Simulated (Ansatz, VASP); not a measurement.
**One calculation of MgO, two programs**

```
Mg O
1.0
     2.93802    0.00000    0.00000
    -1.46901    2.54440    0.00000
     0.00000    0.00000    2.67968
Mg O
1 1
Direct
  0.00000 0.00000 0.00000
  0.33333 0.66667 0.47201
```

Change from the starting cell: all O atoms moved +0.075 Å, as atom 2 towards its neighbour atom 2 (O) at 2.680 Å.

Alike in both runs: task single point; functional PBEsol; k mesh 9 × 9 × 8; occupations gaussian, width 0.05 eV; no spin polarisation.

|  | VASP | Ansatz |
| --- | --- | --- |
| version | VASP 6.6.1 | Ansatz 0.2.0 |
| potentials or method | VASP PAW PBE potentials, release 64 (Mg, O) | scalar-relativistic, plane waves, PAW |
| plane-wave cutoff (eV) | 520 | 420 |
| valence electrons in the cell | 8 | 16 |

```csv
,VASP,Ansatz,Ansatz less VASP
gap on the k mesh at the Fermi level (eV),2.91,2.92,+0.002
least direct gap on the mesh (eV),3.33,3.33,+0.001
pressure (GPa),-3.8,-3.4,+0.46
largest component of the traceless stress (GPa),0.08,0.01,-0.071
rms of the force components (eV/Å),0.148,0.145,-0.0024
```

Atom by atom the forces differ by 0.002 eV/Å (rms over components). The functional is the same, so the differences come from potentials, cutoffs and numerics. The two sets of potentials don't hold the same shells in valence.

Caveats: the PAW data sets were made with another functional, which shifts forces and pressure a little (VASP); an odd mesh through Γ misses points on the zone boundary, where band edges often lie.
